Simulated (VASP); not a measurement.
# AlN (P6_3mc) in VASP: further runs

One crystal, AlN, is run at these levels: PBEsol; tasks: single point, relaxation of cell and atoms.

All numbers are computed with VASP 6.6.1; they aren't measurements. Logs are shortened: lines on timing, memory, paths and dates and some standing lists are left out, and cuts for length are marked.

**What was measured.**

“Self-assembly of well-separated AlN nanowires directly on sputtered metallic TiN films”, 2019, arxiv:1910.07391 quotes, for a bulk crystal of AlN at 10 K: band gap 6.034 eV (an exciton energy, a little under the gap).

The results are compared with them further down.

## (1) Starting point

It takes space group P6_3mc (No. 186, hexagonal). Conventional cell: a = 3.114 Å, b = 3.114 Å, c = 4.983 Å, α = 90.00°, β = 90.00°, γ = 120.00°. Al (site symmetry 3m) is surrounded by 4 N at 1.89 to 1.90 Å. N (site symmetry 3m) has 4 Al at 1.89 to 1.90 Å as nearest neighbours.

## (2) Single point, PBEsol

INCAR

```
PREC = Accurate ; ENCUT = 520
EDIFF = 1E-6 ; ISMEAR = 0
SIGMA = 0.02 ; LREAL = False
LASPH = True ; NELM = 100
ALGO = Normal ; ISIF = 2
LWAVE = False ; LCHARG = False
GGA = PS ; NBANDS = 16
```

KPOINTS

```
regular mesh
0
Gamma
  12 12 6
```

POSCAR

```
AlN
1.0
    3.1138145983      0.0000000000      0.0000000000
   -1.5569072992      2.6966425448      0.0000000000
    0.0000000000      0.0000000000      4.9833397924
Al N
2 2
Direct
    0.3333333333      0.6666666667     -0.0009977079
    0.6666666667      0.3333333333      0.4990022921
    0.3333333333      0.6666666667      0.3809977079
    0.6666666667      0.3333333333      0.8809977079
```

Potentials or basis: VASP PAW PBE potentials, release 64 (Al, N).

Command:

```
> cat potpaw_PBE.64/Al/POTCAR potpaw_PBE.64/N/POTCAR > POTCAR
> mpirun -np 1 vasp_std > vasp.out
```

OUTCAR:

```text
PREC = Accurate
   ENCUT = 520
   EDIFF = 1E-6
   ISMEAR = 0
   LREAL = False
   LASPH = True
   NELM = 100
   ISIF = 2
   GGA = PS

 ion  position               nearest neighbor table
   1  0.333  0.667  0.999-   4 1.89   4 1.89   4 1.89   3 1.90   2 3.07   2 3.07   2 3.07   2 3.07
                             2 3.07   2 3.07
   2  0.667  0.333  0.499-   3 1.89   3 1.89   3 1.89   4 1.90   1 3.07   1 3.07   1 3.07   1 3.07
                             1 3.07   1 3.07
   3  0.333  0.667  0.381-   2 1.89   2 1.89   2 1.89   1 1.90
   4  0.667  0.333  0.881-   1 1.89   1 1.89   1 1.89   2 1.90

  LATTYP: Found a hexagonal cell.
 ALAT       =     3.1138145983
 C/A-ratio  =     1.6003970805

  Lattice vectors:

 A1 = (   3.1138145983,   0.0000000000,   0.0000000000)
 A2 = (  -1.5569072992,   2.6966425448,   0.0000000000)
 A3 = (   0.0000000000,   0.0000000000,   4.9833397924)

Analysis of symmetry for initial positions (statically):
=====================================================================
 Subroutine PRICEL returns:
 Original cell was already a primitive cell.

 Routine SETGRP: Setting up the symmetry group for a
 hexagonal supercell.

 Subroutine GETGRP returns: Found 12 space group operations
 (whereof  6 operations were pure point group operations)
 out of a pool of 24 trial point group operations.

The static configuration has the point symmetry C_3v.
 The point group associated with its full space group is C_6v.

Analysis of symmetry for dynamics (positions and initial velocities):
=====================================================================
 Subroutine PRICEL returns:
 Original cell was already a primitive cell.

 Routine SETGRP: Setting up the symmetry group for a
 hexagonal supercell.

 Subroutine GETGRP returns: Found 12 space group operations
 (whereof  6 operations were pure point group operations)
 out of a pool of 24 trial point group operations.

The dynamic configuration has the point symmetry C_3v.
 The point group associated with its full space group is C_6v.

 Subroutine INISYM returns: Found 12 space group operations
 (whereof  6 operations are pure point group operations),
 and found     1 'primitive' translations

----------------------------------------------------------------------------------------

                                     Primitive cell

  volume of cell :      41.8443

  direct lattice vectors                    reciprocal lattice vectors
     3.113814598  0.000000000  0.000000000     0.321149500  0.185415750  0.000000000
    -1.556907299  2.696642545  0.000000000     0.000000000  0.370831500  0.000000000
     0.000000000  0.000000000  4.983339792     0.000000000  0.000000000  0.200668636

  length of vectors
     3.113814598  3.113814598  4.983339792     0.370831500  0.370831500  0.200668636

  position of ions in fractional coordinates (direct lattice)
     0.333333333  0.666666667  0.999002292
     0.666666667  0.333333333  0.499002292
     0.333333333  0.666666667  0.380997708
     0.666666667  0.333333333  0.880997708

  ion indices of the primitive-cell ions
   primitive index   ion index
                 1           1
                 2           2
                 3           3
                 4           4

----------------------------------------------------------------------------------------

 KPOINTS: regular mesh

Automatic generation of k-mesh.
 Grid dimensions read from file:
 generate k-points for:   12   12    6

 Generating k-lattice:

  Cartesian coordinates                     Fractional coordinates (reciprocal lattice)
     0.026762458  0.015451313  0.000000000     0.083333333  0.000000000  0.000000000
     0.000000000  0.030902625  0.000000000     0.000000000  0.083333333  0.000000000
     0.000000000  0.000000000  0.033444773     0.000000000  0.000000000  0.166666667

  Length of vectors
     0.030902625  0.030902625  0.033444773

  Shift w.r.t. Gamma in fractional coordinates (k-lattice)
     0.000000000  0.000000000  0.000000000

 Subroutine IBZKPT returns following result:
 ===========================================

 Found     76 irreducible k-points:

 Following reciprocal coordinates:
            Coordinates               Weight
  0.000000  0.000000  0.000000      1.000000
  0.083333  0.000000  0.000000      6.000000
  0.166667 -0.000000  0.000000      6.000000
  0.250000 -0.000000  0.000000      6.000000
  0.333333  0.000000  0.000000      6.000000
  0.416667  0.000000  0.000000      6.000000
[... 16 lines left out ...]
  0.250000 -0.000000  0.166667     12.000000
  0.333333  0.000000  0.166667     12.000000
 [... further k-points ...]
   k-points           NKPTS =     76   k-points in BZ     NKDIM =     76   number of bands    NBANDS=     16
   number of dos      NEDOS =    301   number of ions     NIONS =      4
   total plane-waves  NPLWV =  23040
   dimension x,y,z NGX =    24 NGY =   24 NGZ =   40
   dimension x,y,z NGXF=    48 NGYF=   48 NGZF=   80
   ions per type =               2   2
   NGX,Y,Z   is equivalent  to a cutoff of  12.81, 12.81, 13.34 a.u.
   NGXF,Y,Z  is equivalent  to a cutoff of  25.63, 25.63, 26.69 a.u.
 SYSTEM =  unknown system
   PREC   = accura    normal or accurate (medium, high low for compatibility)
   ISTART =      0    job   : 0-new  1-cont  2-samecut
   ICHARG =      2    charge: 1-file 2-atom 10-const
   ISPIN  =      1    spin polarized calculation?
   LNONCOLLINEAR =      F non collinear calculations
   LSORBIT =      F    spin-orbit coupling
   LASPH  =      T    aspherical Exc in radial PAW
   ENCUT  =  520.0 eV  38.22 Ry    6.18 a.u.   5.79  5.79  9.27*2*pi/ulx,y,z
   NELM   =    100;   NELMIN=  2; NELMDL= -5     # of ELM steps
   EDIFF  = 0.1E-05   stopping-criterion for ELM
   LREAL  =      F    real-space projection
   EDIFFG = 0.1E-04   stopping-criterion for IOM
   NSW    =      0    number of steps for IOM
   IBRION =     -1    ionic relax: 0-MD 1-quasi-New 2-CG
   NFREE  =      0    steps in history (QN), initial steepest desc. (CG)
   ISIF   =      2    stress and relaxation
   ISYM   =      2    0-nonsym 1-usesym 2-fastsym
   POTIM  = 0.5000    time-step for ionic-motion
   TEBEG  =    0.0;   TEEND  =   0.0 temperature during run
   PSTRESS=    0.0 pullay stress
   NELECT =      16.0000    total number of electrons
   NUPDOWN=      -1.0000    fix difference up-down
   EMIN   =  10.00;   EMAX   =-10.00  energy-range for DOS
   EFERMI =   0.00;   METHOD = LEGACY
   ISMEAR =     0;   SIGMA  =   0.02  broadening in eV -4-tet -1-fermi 0-gaus
   EFERMI_NEDOS =   21; number of points for ismear=-14 and -15
   IALGO  =     38    algorithm
   IMIX   =      4    mixing-type and parameters
     AMIX     =   0.40;   BMIX     =  1.00
     AMIX_MAG =   1.60;   BMIX_MAG =  1.00
  volume/ion in A,a.u.               =      10.46        70.59
  Fermi-wavevector in a.u.,A,eV,Ry     =   1.188236  2.245440 19.210123  1.411904
  Thomas-Fermi vector in A             =   2.324370
   LORBIT       =      0    0 simple, 1 ext, 2 COOP (PROOUT), +10 PAW based schemes
   GGA     = PS    functional components
   LHFCALC =     F    Hartree Fock is set to
   AEXX    =    0.0000 exact exchange contribution
   IVDW    =     0    specifies the selected vdW correction
   LEPSILON=     F    determine dielectric tensor
   LRPA    =     F    only Hartree local field effects (RPA)
 non-spin polarized calculation
 Gauss-broadening in eV      SIGMA  =   0.02
  energy-cutoff  :      520.00
  volume of cell :       41.84
 maximum number of plane-waves:      1152
 NGX is ok and might be reduce to    24
   NGX = 11   NGY = 11   NGZ = 19

 number of electron      15.9999997 magnetization

 Free energy of the ion-electron system (eV)
  ---------------------------------------------------
  ext. energy  EPLUGINS =         0.00000000
  ---------------------------------------------------
  free energy    TOTEN  =       -31.31242438 eV

  energy without entropy =      -31.31242438  energy(sigma->0) =      -31.31242438

 E-fermi :   6.1595     XC(G=0): -11.0996

 val. band max:        6.0517260503   @ k =   0.0000   0.0000   0.0000
 cond. band min:      10.1624110356   @ k =   0.0000   0.0000   0.0000
 fundamental gap:      4.1106849853
 Fermi energy:         6.1595086676

 k-point     1 :       0.0000    0.0000    0.0000
  band No.  band energies     occupation
      1      -9.1105      2.00000
      2      -6.9304      2.00000
      3       0.0011      2.00000
      4       5.1729      2.00000
      5       5.1729      2.00000
      6       5.8272      2.00000
[... 8 lines left out ...]
     15      19.0705      0.00000
     16      19.0705      0.00000

 k-point     2 :       0.0833    0.0000    0.0000
  band No.  band energies     occupation
      1      -9.0211      2.00000
      2      -6.8795      2.00000
      3       0.1070      2.00000
      4       4.7555      2.00000
      5       5.0545      2.00000
      6       5.4100      2.00000
[... 8 lines left out ...]
     15      19.1111      0.00000
     16      19.1433      0.00000

 k-point     3 :       0.1667   -0.0000    0.0000
  band No.  band energies     occupation
      1      -8.7606      2.00000
      2      -6.7405      2.00000
      3       0.4193      2.00000
      4       3.7398      2.00000
      5       4.5300      2.00000
      6       4.7771      2.00000
[... 8 lines left out ...]
     15      18.2897      0.00000
     16      18.7115      0.00000

 k-point     4 :       0.2500   -0.0000    0.0000
  band No.  band energies     occupation
      1      -8.3543      2.00000
      2      -6.5564      2.00000
      3       0.9199      2.00000
      4       2.5572      2.00000
      5       3.5633      2.00000
      6       4.4592      2.00000
[... 8 lines left out ...]
     15      18.0488      0.00000
     16      19.1971      0.00000

 k-point     5 :       0.3333    0.0000    0.0000
  band No.  band energies     occupation
      1      -7.8548      2.00000
      2      -6.4035      2.00000
      3       1.5035      2.00000
      4       1.5753      2.00000
      5       2.6982      2.00000
      6       4.1835      2.00000
[... 8 lines left out ...]
     15      18.0299      0.00000
     16      20.3078      0.00000

 k-point     6 :       0.4167    0.0000    0.0000
  band No.  band energies     occupation
      1      -7.3652      2.00000
      2      -6.3682      2.00000
      3       0.7983      2.00000
      4       2.0676      2.00000
      5       2.2832      2.00000
      6       4.0004      2.00000
[... 8 lines left out ...]
     15      18.4551      0.00000
     16      21.1164      0.00000
[... 267 lines left out ...]
 k-point    21 :       0.0833    0.0000    0.1667
  band No.  band energies     occupation
      1      -8.9149      2.00000
      2      -7.0861      2.00000
      3       0.4679      2.00000
      4       4.8012      2.00000
      5       5.0859      2.00000
      6       5.1015      2.00000
[... 8 lines left out ...]
     15      18.6332      0.00000
     16      18.7943      0.00000

 k-point    22 :       0.1667   -0.0000    0.1667
  band No.  band energies     occupation
      1      -8.6581      2.00000
      2      -6.9292      2.00000
      3       0.7248      2.00000
      4       3.8073      2.00000
      5       4.2985      2.00000
      6       4.8347      2.00000
[... 8 lines left out ...]
     15      18.4308      0.00000
     16      18.8452      0.00000

 k-point    23 :       0.2500   -0.0000    0.1667
  band No.  band energies     occupation
      1      -8.2590      2.00000
      2      -6.7143      2.00000
      3       1.0693      2.00000
      4       2.7224      2.00000
      5       3.3840      2.00000
      6       4.5261      2.00000
[... 8 lines left out ...]
     15      18.3008      0.00000
     16      19.2644      0.00000

 k-point    24 :       0.3333    0.0000    0.1667
  band No.  band energies     occupation
      1      -7.7716      2.00000
      2      -6.5180      2.00000
      3       1.0939      2.00000
      4       2.0710      2.00000
      5       2.6821      2.00000
      6       4.2566      2.00000
[... 8 lines left out ...]
     15      18.3585      0.00000
     16      20.2138      0.00000

 [... further k-points ...]

------------------------ aborting loop because EDIFF is reached ----------------------------------------

  FORCE on cell =-STRESS in cart. coord.  units (eV):
  Direction    XX          YY          ZZ          XY          YZ          ZX
  --------------------------------------------------------------------------------------
  -------------------------------------------------------------------------------------
  Total       -0.0168937     -0.0168937     -0.0108701      0.0000000      0.0000000      0.0000000
  in kB       -0.6468414     -0.6468414     -0.4162052      0.0000000      0.0000000      0.0000000
  external PRESSURE =      -0.5699626 kB  Pullay stress =       0.0000000 kB

 VOLUME and BASIS-vectors are now :
 -----------------------------------------------------------------------------
  energy-cutoff  :      520.00
  volume of cell :       41.84
      direct lattice vectors                 reciprocal lattice vectors
     3.113814598  0.000000000  0.000000000     0.321149500  0.185415750  0.000000000
    -1.556907299  2.696642545  0.000000000     0.000000000  0.370831500  0.000000000
     0.000000000  0.000000000  4.983339792     0.000000000  0.000000000  0.200668636

 POSITION                                       TOTAL-FORCE (eV/Angst)
 -----------------------------------------------------------------------------------
     -0.00000      1.79776      4.97837        -0.000000      0.000000     -0.000292
      1.55691      0.89888      2.48670         0.000000     -0.000000     -0.000292
     -0.00000      1.79776      1.89864         0.000000      0.000000      0.000292
      1.55691      0.89888      4.39031        -0.000000     -0.000000      0.000292
 -----------------------------------------------------------------------------------
    total drift:                               -0.000000      0.000000      0.000569

  FREE ENERGIE OF THE ION-ELECTRON SYSTEM (eV)
  ---------------------------------------------------
  free  energy   TOTEN  =       -31.3124243844 eV

  energy  without entropy=      -31.3124243844  energy(sigma->0) =      -31.31242438
```

It took 14 s on 1 thread of Intel Xeon 6975P-C (Granite Rapids), shared host; peak memory 0.18 GiB.

What came out:

```yaml
Free_energy: -31.3124 eV
Pressure: -0.1 GPa
Band_gap_on_the_k_mesh: 4.11 eV, direct
```

Caveat: the PAW data sets were made with another functional, which shifts forces and pressure a little.

## (3) Relaxation of cell and atoms, PBEsol

INCAR

```
  ALGO = Normal
  EDIFF = 1E-6
  EDIFFG = -0.005
  ENCUT = 600
  GGA = PS
  IBRION = 2
  ISIF = 3
  ISMEAR = 0
  LASPH = T
  LCHARG = F
  LREAL = F
  LWAVE = F
  NELM = 100
  NSW = 100
  PREC = Accurate
  SIGMA = 0.02
```

KPOINTS

```
k-points
0
Gamma
  12 12 6
```

POSCAR

```
AlN
1.0
    3.1130000000      0.0000000000      0.0000000000
   -1.5565000000      2.6959370820      0.0000000000
    0.0000000000      0.0000000000      4.9810000000
Al N
2 2
Direct
    0.3333333333      0.6666666667      0.0000000000
    0.6666666667      0.3333333333      0.5000000000
    0.3333333333      0.6666666667      0.3800000000
    0.6666666667      0.3333333333      0.8800000000
```

Potentials or basis: VASP PAW PBE potentials, release 64 (Al, N).

Command:

```
> cat potpaw_PBE.64/Al/POTCAR potpaw_PBE.64/N/POTCAR > POTCAR
> mpirun -np 1 vasp_std > vasp.out
```

Run time: 63 s. Hardware: 1 thread of Intel Xeon 6975P-C (Granite Rapids), shared host; peak memory 0.2 GiB.

It converged, with:

```yaml
Free_energy: -31.3157 eV
Relaxed_volume: 10.45 Å³/atom
Relaxed_cell: a = 3.113 Å, b = 3.113 Å, c = 4.982 Å, α = 90.00°, β = 90.00°, γ = 120.00°
Space_group_after_relaxing_to_0.05_Å: P6_3mc (No. 186)
Energy_gained_by_relaxing: 0.3 meV/atom
Ionic_steps: 7
Pressure_after_relaxing: 0.0 GPa
Band_gap_on_the_k_mesh: 4.12 eV, direct
```

The path:
```
step  energy change (eV)  largest force (eV/Å)  pressure (GPa)  volume (Å³)
   1              0.0000                0.1321            0.04        41.80
   2             -0.0003                0.0871            0.02        41.82
   3             -0.0012                0.0143            0.05        41.81
   4             -0.0013                0.0063           -0.06        41.83
   5             -0.0013                0.0013           -0.12        41.84
   6             -0.0013                0.0005            0.09        41.79
   7             -0.0013                0.0009            0.01        41.81
```

Final structure:
```yaml
crystal:
  lattice:
    - [3.11296, 0.00000, 0.00000]
    - [-1.55648, 2.69590, 0.00000]
    - [0.00000, 0.00000, 4.98218]
  atoms:
    - { symbol: Al, position: [0.33333, 0.66667, 0.99901] }
    - { symbol: Al, position: [0.66667, 0.33333, 0.49901] }
    - { symbol: N, position: [0.33333, 0.66667, 0.38099] }
    - { symbol: N, position: [0.66667, 0.33333, 0.88099] }
```

Levels at points of the mesh, in eV from the valence-band top:
```tsv
k point	band 6	band 7	band 8	band 9	band 10	band 11
(0.00, 0.00, 0.00)	-0.22	-0.22	0.00	4.12	6.55	10.50
(0.50, 0.00, 0.00)	-2.12	-1.81	-0.70	5.67	5.67	8.08
(0.00, 0.00, 0.50)	-0.56	-0.56	-0.56	6.37	6.37	10.20
(0.50, 0.00, 0.50)	-1.49	-1.38	-1.38	5.17	5.17	9.12
```

Caveat: the PAW data sets were made with another functional, which shifts forces and pressure a little.

## (4) Comparison with measurements

Step 2. Measured gap of AlN: 6.034 eV (an exciton energy, a little under the gap; 10 K; quoted in “Self-assembly of well-separated AlN nanowires directly on sputtered metallic TiN films”, 2019, arxiv:1910.07391). This calculation gives 4.11 eV (-1.92 eV). 2 values of this kind are on record (6.034 to 6.0343 eV); this one was drawn at random. The value is that of PBEsol on a finite k mesh, which can miss the band edges, without temperature or zero-point motion. Semilocal functionals fall short of measured gaps as a rule.
